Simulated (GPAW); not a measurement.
# Zn (P6_3/mmc) in GPAW: reference runs

How does Zn come out in PBEsol? The cell is run as given and disturbed.

Program: GPAW 26.7.0. These are calculated values, not measurements. Logs are shortened: lines on timing, memory, paths and dates and some standing lists are left out, and cuts for length are marked. The log counts tension as positive stress, the text compression.

### 1 The crystal as given

The structure is hexagonal, space group P6_3/mmc (No. 194). The conventional cell has a = 2.670 Å, b = 2.670 Å, c = 4.966 Å, α = 90.00°, β = 90.00°, γ = 120.00°. Zn (site symmetry -6m2) has 12 Zn at 2.67 to 2.92 Å as nearest neighbours.

### 2 Single point, PBEsol

run.py

```python
from ase import Atoms
from ase.dft.bandgap import bandgap
from ase.io import write
from ase.units import GPa
from gpaw import GPAW, PW, setup_paths

setup_paths.insert(0, '.')

atoms = Atoms(['Zn', 'Zn'],
              cell=[[2.67, 0.0, 0.0],
                    [-1.335, 2.3122878281, 0.0],
                    [0.0, 0.0, 4.966]],
              scaled_positions=[[0.6666666667, 0.3333333333, 0.75],
                                [0.3333333333, 0.6666666667, 0.25]],
              pbc=True)

calc = GPAW(mode=PW(600),
            xc='PBEsol',
            kpts={'size': (11, 11, 6), 'gamma': True},
            occupations={'name': 'fermi-dirac', 'width': 0.05},
            nbands=21,
            convergence={'density': 1e-05, 'energy': 1e-05},
            maxiter=150,
            txt='gpaw.txt')
atoms.calc = calc
energy = atoms.get_potential_energy()
forces = atoms.get_forces()
stress = atoms.get_stress()
calc.write('gs.gpw')
write('result.traj', atoms)
print(f'Energy: {energy:.6f} eV')
print('Forces (eV/A):')
print(forces.round(4))
print('Stress (GPa):', (stress / GPa).round(3))
print('Fermi level:', round(calc.get_fermi_level(), 4), 'eV')
print(f'Gap: {bandgap(calc)[0]:.4f} eV, direct: {bandgap(calc, direct=True)[0]:.4f} eV')
```

Potentials or basis: PAW data sets generated in the run's folder for this functional, pw.

The run is started by

```console
$ gpaw-setup -f PBEsol Zn
$ OMP_NUM_THREADS=1 python run.py
```

gpaw.txt:

```text
__  _  _
 | _ |_)|_||  |
 |__||  | ||/\| - 26.7.0

Input parameters:
  mode=PW(ecut=600.0),
  convergence={'density': 1e-05, 'energy': 1e-05},
  kpts=MonkhorstPack(size=(11, 11, 6), gamma=True),
  maxiter=150,
  nbands=21,
  occupations=Occupations(name='fermi-dirac', width=0.05),
  xc=XC(name='PBEsol')

Diagonalizing LCAO Hamiltonian
Converting LCAO to pw mode

          Zn

        Zn

Atoms  # Å, Bohr magnetons
|   | symbol |         x |        y |        z |    initial magnetic moments |
|---|--------|-----------|----------|----------|-----------------------------|
| 0 |     Zn |  1.335000 | 0.770763 | 3.724500 | ( 0.0000,  0.0000,  0.0000) |
| 1 |     Zn | -0.000000 | 1.541525 | 1.241500 | ( 0.0000,  0.0000,  0.0000) |

Unit cell  # Å
| periodic |         x |        y |        z |  lengths |     angles |
|----------|-----------|----------|----------|----------|------------|
|      yes |  2.670000 | 0.000000 | 0.000000 | 2.670000 |  90.000000 |
|      yes | -1.335000 | 2.312288 | 0.000000 | 2.670000 |  90.000000 |
|      yes |  0.000000 | 0.000000 | 4.966000 | 4.966000 | 120.000000 |

Number of symmetries: 12
Symmetry operations  # r_c * U_cc + t_c -> r_c
|    | kind |            matrix            |
|----|------|------------------------------|
|  0 |  σ   |  1, 1, 0,  0,-1, 0,  0, 0, 1 |
|  1 |  S6  |  1, 1, 0, -1, 0, 0,  0, 0,-1 |
|  2 |  E   |  1, 0, 0,  0, 1, 0,  0, 0, 1 |
|  3 |  C2  |  1, 0, 0, -1,-1, 0,  0, 0,-1 |
|  4 |  C2  |  0, 1, 0,  1, 0, 0,  0, 0,-1 |
|  5 |  C3  |  0, 1, 0, -1,-1, 0,  0, 0, 1 |
|  6 |  S6  |  0,-1, 0,  1, 1, 0,  0, 0,-1 |
|  7 |  σ   |  0,-1, 0, -1, 0, 0,  0, 0, 1 |
|  8 |  σ   | -1, 0, 0,  1, 1, 0,  0, 0, 1 |
|  9 |  i   | -1, 0, 0,  0,-1, 0,  0, 0,-1 |
| 10 |  C3  | -1,-1, 0,  1, 0, 0,  0, 0, 1 |
| 11 |  C2  | -1,-1, 0,  0, 1, 0,  0, 0,-1 |

BZ-sampling:
  Number of BZ points: 726
  Number of IBZ points: 84

  Monkhorst-Pack size: [11, 11, 6]
  Monkhorst-Pack shift: [0.0, 0.0, 0.08333333333333333]

K-points  # in reciprocal-cell coordinates
|     |                                coordinates |     weight |
|-----|--------------------------------------------|------------|
|   0 | (  0.00000000,   0.00000000,   0.00000000) | 0.00137741 |
|   1 | (  0.00000000,   0.00000000,   0.16666667) | 0.00275482 |
|   2 | (  0.00000000,   0.00000000,   0.33333333) | 0.00275482 |
|   3 | (  0.00000000,   0.00000000,   0.50000000) | 0.00137741 |
|   4 | (  0.09090909,   0.00000000,  -0.33333333) | 0.00826446 |
|   5 | (  0.09090909,   0.00000000,  -0.16666667) | 0.00826446 |
|   6 | (  0.09090909,   0.00000000,   0.00000000) | 0.00826446 |
|   7 | (  0.09090909,   0.00000000,   0.16666667) | 0.00826446 |
|   8 | (  0.09090909,   0.00000000,   0.33333333) | 0.00826446 |
|   9 | (  0.09090909,   0.00000000,   0.50000000) | 0.00826446 |
| ... |                                            |            |
|  83 | (  0.45454545,   0.45454545,   0.50000000) | 0.00826446 |

Plane wave coefficients: 1052
Cutoff: 600.0 eV

Spin-components: 1 (collinear spins)
Bands:           21
Projectors:      12
Spin-degeneracy: 2
Datatype:        complex128

Parallelization:
  kpt:    1
  domain: 1
  band:   1

Density:
  Valence electrons: 24.0
  Components: 1
  Grid points: [16 16 30]
  Charge: 0.0  # |e|

Potential:
  Grid points: [16 16 30]

species:
  Zn:
    name:    Zinc
    Z:       30.0
    valence: 12
    core:    18
    charge:  0.0  # [|e|]
    compensation charges:
      type: gauss
      rc: 0.37  # [Å]
      lmax: 2
    cutoffs:
      filter: 2.14  # [Å]
      core: 2.28  # [Å]
    projectors
    | kind |    occ | energy [eV] | rcut [Å] |
    |------|--------|-------------|----------|
    |   4s |  2.000 |      -5.996 |    1.286 |
    |   4p |  0.000 |      -1.076 |    1.270 |
    |   3d | 10.000 |     -10.170 |    1.180 |
    |    s |        |      21.215 |    1.286 |
    |    p |        |      26.135 |    1.270 |
    |    d |        |      17.041 |    1.180 |

    Using partial waves for Zn as LCAO basis

Reference energy: -97645.491220  # eV

eigensolver:
[... 26 lines left out ...]
convergence criteria:
- Maximum integral of absolute [dens]ity change: 1e-05 electrons / valence electron
- Maximum [total energy] change in last 3 cyles: 1e-05 eV / valence electron
- Maximum integral of absolute [eigenst]ate change: 4e-08 eV^2 / valence electron
maximum number of iterations: 150

SCF iterations
|iter     | |      energy | eigst |  dens |
|---------|-|-------------|-------|-------|
|iter:   1| |   -3.456913 | +0.22 |       |
|iter:   2| |   -3.401187 | -2.68 | -1.39 |
|iter:   3| |   -3.267692 | -1.73 | -1.43 |
|iter:   4| |   -3.270938 | -3.26 | -1.89 |
|iter:   5| |   -3.271750 | -3.29 | -2.25 |
|iter:   6| |   -3.271811 | -5.11 | -3.64 |
|iter:   7| |   -3.271824c| -5.94 | -3.83 |
|iter:   8| |   -3.271824c| -7.47c| -4.49 |
|iter:   9| |   -3.271824c| -8.38c| -4.92 |
|iter:  10| |   -3.271824c| -9.20c| -5.42c|

Converged in 10 steps
Energy contributions relative to reference atoms: (reference = -97645.491220)

Energy contributions:
  Kinetic:          -6.655059
  Coulomb:           9.329659
  Zero:             -0.064198
  External:          0.000000
  Xc:               -5.879860
  Entropy:          -0.004734
  Spinorbit:         0.000000
  ----------------------------
  Free energy:      -3.274191
  Extrapolated:     -3.271824

dipole moment: (-0.000000, -0.000000, -0.000000)  # |e|*Ang

Fermi level: 6.269
Eigenvalues  # (at kpt = [0.000, 0.000, 0.000])
| band index |      eig [eV] | occ [0-2] |
|------------|---------------|-----------|
|          0 |        -3.936 |     2.000 |
|        ... |               |           |
|          5 |        -1.146 |     2.000 |
|          6 |        -1.146 |     2.000 |
|          7 |        -0.823 |     2.000 |
|          8 |        -0.823 |     2.000 |
|          9 |        -0.619 |     2.000 |
|         10 |        -0.619 |     2.000 |
|         11 |         2.784 |     2.000 |
|         12 |         3.356 |     2.000 |
|         13 |        19.823 |     0.000 |
|         14 |        23.351 |     0.000 |
|         15 |        23.681 |     0.000 |
|         16 |        23.681 |     0.000 |
|         17 |        25.283 |     0.000 |
|         18 |        25.283 |     0.000 |
|         19 |        25.427 |     0.000 |
|         20 |        26.625 |     0.000 |

No gap
No difference between direct/indirect transitions

Forces  # eV/Ang
|       x |        y |        z |
|---------|----------|----------|
| 0.00000 | -0.00000 |  0.00000 |  # Zn   0
| 0.00000 |  0.00000 | -0.00000 |  # Zn   1

Stress tensor  # eV/Ang^3
|         x |         y |         z |
|-----------|-----------|-----------|
|  0.035963 | -0.000000 |  0.000000 |
| -0.000000 |  0.035963 | -0.000000 |
|  0.000000 | -0.000000 |  0.036618 |

# Writing to gs.gpw (mode='')
```

Run time: 29 s. Hardware: 1 thread of Arm Neoverse V2, shared host; peak memory 0.17 GiB.

Results:

| Quantity | Value |
| --- | --- |
| Free energy | -3.2742 eV |
| Pressure | -5.8 GPa |
| Band gap on the k mesh | none (metal or under the smearing width) |

### 3 Single point, PBEsol (atoms moved at random, drawn with an rms of 0.05 Å)

run.py: that of step 2 with these lines changed.

```diff
@@ -12,4 +12,4 @@
                     [0.0, 0.0, 4.966]],
-              scaled_positions=[[0.6666666667, 0.3333333333, 0.75],
-                                [0.3333333333, 0.6666666667, 0.25]],
+              scaled_positions=[[0.665417, 0.319743, 0.748931],
+                                [0.32257, 0.680131, 0.251075]],
               pbc=True)
```

Potentials or basis: PAW data sets generated in the run's folder for this functional, pw.

The run is started by

```console
$ gpaw-setup -f PBEsol Zn
$ OMP_NUM_THREADS=1 python run.py
```

gpaw.txt:

```text
__  _  _
 | _ |_)|_||  |
 |__||  | ||/\| - 26.7.0

Input parameters:
  mode=PW(ecut=600.0),
  convergence={'density': 1e-05, 'energy': 1e-05},
  kpts=MonkhorstPack(size=(11, 11, 6), gamma=True),
  maxiter=150,
  nbands=21,
  occupations=Occupations(name='fermi-dirac', width=0.05),
  xc=XC(name='PBEsol')

Diagonalizing LCAO Hamiltonian
Converting LCAO to pw mode

          Zn

        Zn

Atoms  # Å, Bohr magnetons
|   | symbol |         x |        y |        z |    initial magnetic moments |
|---|--------|-----------|----------|----------|-----------------------------|
| 0 |     Zn |  1.349806 | 0.739338 | 3.719191 | ( 0.0000,  0.0000,  0.0000) |
| 1 |     Zn | -0.046713 | 1.572659 | 1.246838 | ( 0.0000,  0.0000,  0.0000) |

Unit cell  # Å
| periodic |         x |        y |        z |  lengths |     angles |
|----------|-----------|----------|----------|----------|------------|
|      yes |  2.670000 | 0.000000 | 0.000000 | 2.670000 |  90.000000 |
|      yes | -1.335000 | 2.312288 | 0.000000 | 2.670000 |  90.000000 |
|      yes |  0.000000 | 0.000000 | 4.966000 | 4.966000 | 120.000000 |

Number of symmetries: 1
Symmetry operations  # r_c * U_cc + t_c -> r_c
|   | kind |            matrix            |
|---|------|------------------------------|
| 0 |  E   |  1, 0, 0,  0, 1, 0,  0, 0, 1 |

BZ-sampling:
  Number of BZ points: 726
  Number of IBZ points: 364

  Monkhorst-Pack size: [11, 11, 6]
  Monkhorst-Pack shift: [0.0, 0.0, 0.08333333333333333]

K-points  # in reciprocal-cell coordinates
|     |                                coordinates |     weight |
|-----|--------------------------------------------|------------|
|   0 | (  0.00000000,   0.00000000,   0.00000000) | 0.00137741 |
|   1 | (  0.00000000,   0.00000000,   0.16666667) | 0.00275482 |
|   2 | (  0.00000000,   0.00000000,   0.33333333) | 0.00275482 |
|   3 | (  0.00000000,   0.00000000,   0.50000000) | 0.00137741 |
|   4 | (  0.00000000,   0.09090909,  -0.33333333) | 0.00275482 |
|   5 | (  0.00000000,   0.09090909,  -0.16666667) | 0.00275482 |
|   6 | (  0.00000000,   0.09090909,   0.00000000) | 0.00275482 |
|   7 | (  0.00000000,   0.09090909,   0.16666667) | 0.00275482 |
|   8 | (  0.00000000,   0.09090909,   0.33333333) | 0.00275482 |
|   9 | (  0.00000000,   0.09090909,   0.50000000) | 0.00275482 |
| ... |                                            |            |
| 363 | (  0.45454545,   0.45454545,   0.50000000) | 0.00275482 |

Plane wave coefficients: 1052
Cutoff: 600.0 eV

Spin-components: 1 (collinear spins)
Bands:           21
Projectors:      12
Spin-degeneracy: 2
Datatype:        complex128

Parallelization:
  kpt:    1
  domain: 1
  band:   1

Density:
  Valence electrons: 24.0
  Components: 1
  Grid points: [16 16 30]
  Charge: 0.0  # |e|

Potential:
  Grid points: [16 16 30]

species:
  Zn:
    name:    Zinc
    Z:       30.0
    valence: 12
    core:    18
    charge:  0.0  # [|e|]
    compensation charges:
      type: gauss
      rc: 0.37  # [Å]
      lmax: 2
    cutoffs:
      filter: 2.14  # [Å]
      core: 2.28  # [Å]
    projectors
    | kind |    occ | energy [eV] | rcut [Å] |
    |------|--------|-------------|----------|
    |   4s |  2.000 |      -5.996 |    1.286 |
    |   4p |  0.000 |      -1.076 |    1.270 |
    |   3d | 10.000 |     -10.170 |    1.180 |
    |    s |        |      21.215 |    1.286 |
    |    p |        |      26.135 |    1.270 |
    |    d |        |      17.041 |    1.180 |

    Using partial waves for Zn as LCAO basis

Reference energy: -97645.491220  # eV

eigensolver:
[... 26 lines left out ...]
convergence criteria:
- Maximum integral of absolute [dens]ity change: 1e-05 electrons / valence electron
- Maximum [total energy] change in last 3 cyles: 1e-05 eV / valence electron
- Maximum integral of absolute [eigenst]ate change: 4e-08 eV^2 / valence electron
maximum number of iterations: 150

SCF iterations
|iter     | |      energy | eigst |  dens |
|---------|-|-------------|-------|-------|
|iter:   1| |   -3.454985 | +0.22 |       |
|iter:   2| |   -3.399271 | -2.69 | -1.39 |
|iter:   3| |   -3.265755 | -1.73 | -1.43 |
|iter:   4| |   -3.268995 | -3.26 | -1.89 |
|iter:   5| |   -3.269810 | -3.29 | -2.25 |
|iter:   6| |   -3.269872 | -5.11 | -3.64 |
|iter:   7| |   -3.269885c| -5.94 | -3.83 |
|iter:   8| |   -3.269885c| -7.46c| -4.49 |
|iter:   9| |   -3.269885c| -8.46c| -4.92 |
|iter:  10| |   -3.269885c| -9.01c| -5.33c|

Converged in 10 steps
Energy contributions relative to reference atoms: (reference = -97645.491220)

Energy contributions:
  Kinetic:          -6.636283
  Coulomb:           9.314556
  Zero:             -0.064197
  External:          0.000000
  Xc:               -5.881582
  Entropy:          -0.004757
  Spinorbit:         0.000000
  ----------------------------
  Free energy:      -3.272263
  Extrapolated:     -3.269885

dipole moment: (-0.111494, -0.001040, 0.000065)  # |e|*Ang

Fermi level: 6.269
Eigenvalues  # (at kpt = [0.000, 0.000, 0.000])
| band index |      eig [eV] | occ [0-2] |
|------------|---------------|-----------|
|          0 |        -3.937 |     2.000 |
|        ... |               |           |
|          5 |        -1.151 |     2.000 |
|          6 |        -1.140 |     2.000 |
|          7 |        -0.845 |     2.000 |
|          8 |        -0.799 |     2.000 |
|          9 |        -0.643 |     2.000 |
|         10 |        -0.599 |     2.000 |
[... 8 lines left out ...]
|         19 |        25.470 |     0.000 |
|         20 |        26.670 |     0.000 |

No gap
No difference between direct/indirect transitions

Forces  # eV/Ang
|        x |        y |        z |
|----------|----------|----------|
| -0.02640 |  0.03093 |  0.01945 |  # Zn   0
|  0.02640 | -0.03093 | -0.01945 |  # Zn   1

Stress tensor  # eV/Ang^3
|        x |         y |         z |
|----------|-----------|-----------|
| 0.035377 |  0.000443 |  0.000064 |
| 0.000443 |  0.036258 | -0.000074 |
| 0.000064 | -0.000074 |  0.036137 |

# Writing to gs.gpw (mode='')
```

Run time: 1.9 min. Hardware: 1 thread of Arm Neoverse V2, shared host; peak memory 0.32 GiB.

What came out:

- Free energy: -3.2723 eV
- Pressure: -5.8 GPa
- Largest force: 0.045 eV/Å
- Band gap on the k mesh: none (metal or under the smearing width)

Forces on the atoms (eV/Å):
```
Zn  -0.026  0.031  0.019
Zn   0.026 -0.031 -0.019
```

(Continued in part 2 of 2.)
